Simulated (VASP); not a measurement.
# Ba: convergence, density of states

Ba, Im-3m (no. 229), 1 atom in the cell. PBEsol; PAW potentials Ba_sv (PBE set). VASP 6.6.1.

Wanted: density of states by 0.5 eV bins within 20 %; centre of the states within 12 eV below the valence top within 0.1 eV; states at the Fermi level within 20 %.

What the run is for: density of states; Accuracy asked: screening; k mesh of the density: 9 × 9 × 9.

POSCAR:
```
Ba
1.0
   -2.5065000000      2.5065000000      2.5065000000
    2.5065000000     -2.5065000000      2.5065000000
    2.5065000000      2.5065000000     -2.5065000000
Ba
1
Direct
    0.0000000000      0.0000000000      0.0000000000
```

The series start from Plane-wave cutoff (eV): 210; k-point mesh: 10 × 10 × 10; Energy points (NEDOS): 2001; Occupations for the DOS: ISMEAR=-5; Electronic threshold (eV): 1e-6; Precision mode (PREC): Accurate. Each series keeps the choices made before it, and each single choice may use up half of a tolerance. Times cover all steps of a run.

## Plane-wave cutoff (eV)

| Plane-wave cutoff (eV) | Density of states by 0.5 eV bins, largest deviation against the largest value | Centre of the states within 12 eV below the valence top (eV) | States at the Fermi level (states/eV/atom) | Time (s) |
|---|---|---|---|---|
| 150 | 1.3 % | -0.72 | 1.34 | 9.5 |
| 180 | 0.65 % | -0.72 | 1.34 | 11 |
| 210 | 1.1 % | -0.72 | 1.34 | 15 |
| 240 | 0.6 % | -0.72 | 1.339 | 16 |
| 300 | 0.24 % | -0.72 | 1.338 | 24 |
| 380 | 0.065 % | -0.72 | 1.338 | 24 |
| 450 (reference) | 0 % | -0.72 | 1.338 | 29 |

Chosen: 150, the loosest value from which every tighter one stays within half of the tolerance.

## k-point mesh

| k-point mesh | Density of states by 0.5 eV bins, largest deviation against the largest value | Centre of the states within 12 eV below the valence top (eV) | States at the Fermi level (states/eV/atom) | Time (s) |
|---|---|---|---|---|
| 4 × 4 × 4 | 36 % | -0.73 | 0.3837 | 5.9 |
| 6 × 6 × 6 | 13 % | -0.69 | 1.252 | 6.4 |
| 7 × 7 × 7 | 15 % | -0.66 | 1.263 | 6.2 |
| 9 × 9 × 9 | 6.4 % | -0.72 | 1.141 | 7.2 |
| 10 × 10 × 10 | 7.4 % | -0.72 | 1.34 | 9.5 |
| 12 × 12 × 12 | 3 % | -0.74 | 1.222 | 10 |
| 15 × 15 × 15 | 1.7 % | -0.74 | 1.186 | 14 |
| 18 × 18 × 18 (reference) | 0 % | -0.75 | 1.196 | 18 |

Chosen: 12 × 12 × 12.

## Energy points (NEDOS)

| Energy points (NEDOS) | Density of states by 0.5 eV bins, largest deviation against the largest value | Centre of the states within 12 eV below the valence top (eV) | States at the Fermi level (states/eV/atom) | Time (s) |
|---|---|---|---|---|
| 301 | 2 % | -0.74 | 1.205 | 10 |
| 501 | 3.5 % | -0.75 | 1.239 | 11 |
| 1001 | 0.33 % | -0.73 | 1.208 | 10 |
| 2001 | 0.082 % | -0.74 | 1.222 | 10 |
| 4001 (reference) | 0 % | -0.73 | 1.215 | 10 |

Chosen: 301.

## Occupations for the DOS

| Occupations for the DOS | Density of states by 0.5 eV bins, largest deviation against the largest value | Centre of the states within 12 eV below the valence top (eV) | States at the Fermi level (states/eV/atom) | Time (s) |
|---|---|---|---|---|
| ISMEAR=-5 | 0 % | -0.74 | 1.205 | 10 |
| ISMEAR=-4 | 0 % | -0.74 | 1.205 | 10 |
| ISMEAR=0 SIGMA=0.05 | 4.9 % | -0.77 | 1.27 | 9.2 |
| ISMEAR=0 SIGMA=0.1 | 6.8 % | -0.77 | 1.328 | 9.7 |
| ISMEAR=-15 SIGMA=0.025 | 0.27 % | -0.74 | 1.2 | 11 |
| ISMEAR=1 SIGMA=0.1 | 4.7 % | -0.77 | 1.266 | 9.4 |

Chosen: ISMEAR=-5; no other choice that stays within half of the tolerance saves 30 % of the time.

## Electronic threshold (eV)

| Electronic threshold (eV) | Density of states by 0.5 eV bins, largest deviation against the largest value | Centre of the states within 12 eV below the valence top (eV) | States at the Fermi level (states/eV/atom) | Time (s) |
|---|---|---|---|---|
| 0.001 | 0.17 % | -0.74 | 1.205 | 8.2 |
| 0.0001 | 0.12 % | -0.74 | 1.205 | 8.8 |
| 1e-5 | 0.005 % | -0.74 | 1.205 | 9.3 |
| 1e-6 (reference) | 0 % | -0.74 | 1.205 | 10 |

Chosen: 0.001.

## Precision mode (PREC)

| Precision mode (PREC) | Density of states by 0.5 eV bins, largest deviation against the largest value | Centre of the states within 12 eV below the valence top (eV) | States at the Fermi level (states/eV/atom) | Time (s) |
|---|---|---|---|---|
| Normal | 0.005 % | -0.74 | 1.205 | 5.9 |
| Accurate (reference) | 0 % | -0.74 | 1.205 | 8.2 |

Chosen: Normal.

## All choices together

| Input | Density of states by 0.5 eV bins, largest deviation against the largest value | Centre of the states within 12 eV below the valence top (eV) | States at the Fermi level (states/eV/atom) | Time (s) |
|---|---|---|---|---|
| defaults for smearing, thresholds and mesh (naive) | 48 % | -0.79 | 0.3639 | 9.0 |
| chosen settings | 2.5 % | -0.74 | 1.205 | 5.9 |
| reference settings throughout | 0 % | -0.74 | 1.191 | 62 |

The tolerance is met.

## The input

INCAR.step1:
```
GGA = PS
ISMEAR = 1
SIGMA = 0.1
LWAVE = F
LCHARG = T
NBANDS = 19
PREC = Normal
LASPH = T
LREAL = F
ALGO = Normal
EDIFF = 0.001
NELM = 120
GGA_COMPAT = F
ENCUT = 150
```

INCAR.step2:
```
GGA = PS
ISMEAR = -5
LWAVE = F
LCHARG = F
NBANDS = 19
PREC = Normal
LASPH = T
LREAL = F
ALGO = Normal
EDIFF = 0.001
NELM = 120
GGA_COMPAT = F
ENCUT = 150
NEDOS = 301
LORBIT = 11
EMIN = -15.4224
EMAX = 9.5776
ICHARG = 11
```

KPOINTS.step1:
```
k-points
0
Gamma
  9 9 9
```

KPOINTS.step2:
```
Automatic mesh
0
Gamma
  12 12 12
  0 0 0
```

Commands (each step's output is kept before the next begins):
```
cat potpaw_PBE.64/Ba_sv/POTCAR > POTCAR
cp INCAR.step1 INCAR
cp KPOINTS.step1 KPOINTS
mpirun -np 1 vasp_std > vasp.out
cp INCAR.step2 INCAR
cp KPOINTS.step2 KPOINTS
mpirun -np 1 vasp_std > vasp.out
```

The chosen input took VASP 6.6.1 5.9 s on 1 core (AMD EPYC 9R45 (Zen 5)), a shared host.
